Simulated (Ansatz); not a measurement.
**GaN films: biaxial stress and wafer bow**

Plane-wave DFT in Ansatz, PBE, scalar-relativistic PAW potentials, cutoff 420 eV, no spin-orbit coupling; no spin polarisation. GaN in space group F-43m, which needn't be the usual phase of this composition, strained equally along a and b of the conventional cell, with c and the atoms relaxed within the symmetry (a film with c along the normal). Stress is the in-plane mean, tension positive.

| strain (%) | stress (GPa) | E − E(0) (meV/atom) |
| --- | --- | --- |
| -4.5 | -13.18 | 41.3 |
| -3.0 | -8.32 | 17.7 |
| -1.5 | -3.94 | 4.3 |
| +0.0 | -0.01 | 0.0 |
| +1.5 | 3.54 | 4.0 |
| +3.0 | 6.75 | 15.3 |
| +4.5 | ? | 33.3 |

Fit the stress, get the biaxial modulus and predict the missing row.

A parabola through the given rows is σ = 0.01 + 2.513 ε -0.0918 ε² GPa (ε in %), so M = dσ/dε = 251 GPa at zero. It predicts 9.46 GPa at +4.5 %; the run gave 9.65 GPa. The miss is 0.19 GPa, so the fit holds even one step beyond its range. The negative square term means that the film is stiffer in compression than in tension. The energies check it: E/V = Mε² at small strain, and a cubic fit with V = 11.76 Å³/atom gives M = 251 GPa, in agreement.

How much does a 50 nm film at +0.5 % strain bow a 300 mm Si(001) wafer 775 μm thick?

The fit, without its small constant, gives σ = 1.23 GPa. Stoney's formula, κ = 6σt_f/(M_s t_s²) with M_s = 180.5 GPa for Si(001) (literature), gives |κ| = 3.40×10⁻³ m⁻¹ and a bow κr²/2 = 38.3 μm at r = 150 mm, with the film side concave (tension pulls the edges up). This assumes a single-crystal or fully textured, unrelaxed film at 0 K.

This is the metastable cubic form; usual films of the compound are wurtzite, with other moduli.

Cost: about 1.2 core-minutes for the runs cited, on AMD EPYC 9R45 (Zen 5) (shared hosts).